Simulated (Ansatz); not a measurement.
# Crystal structures of barium under revPBE

The calculation used DFT, revPBE, plane waves (420 eV) with PAW, scalar-relativistic in Ansatz 0.2.0. The PAW files were generated under PBE, with cores re-solved for the functional.

Each structure is relaxed within its own symmetry, so a high-lying one may be dynamically unstable.

| structure | ΔE (meV/atom) | V (Å³/atom) | cell | magnetic state |
| --- | --- | --- | --- | --- |
| bcc | 0 | 67.11 | a = 5.120 Å | spin not included |
| hcp | 14 | 67.68 | a = 4.567 Å, c = 7.493 Å (c/a = 1.641) | spin not included |
| dhcp | 16 | 67.98 | a = 4.580 Å, c = 14.967 Å (c/a = 3.268) | spin not included |
| fcc | 16 | 68.01 | a = 6.480 Å | spin not included |
| A15 | 47 | 68.40 | a = 8.179 Å | spin not included |
| omega (AlB2-type) | 50 | 68.18 | a = 7.353 Å, c = 4.368 Å (c/a = 0.594) | spin not included |
| beta-Sn type | 185 | 64.96 | a = 7.833 Å, c = 4.235 Å (c/a = 0.541) | spin not included |
| simple cubic | 312 | 66.14 | a = 4.044 Å | spin not included |
| diamond | 1040 | 120.47 | a = 9.878 Å | spin not included |

ΔE counts from bcc.

Differences under about 8 meV lie within the error of the k-point mesh.
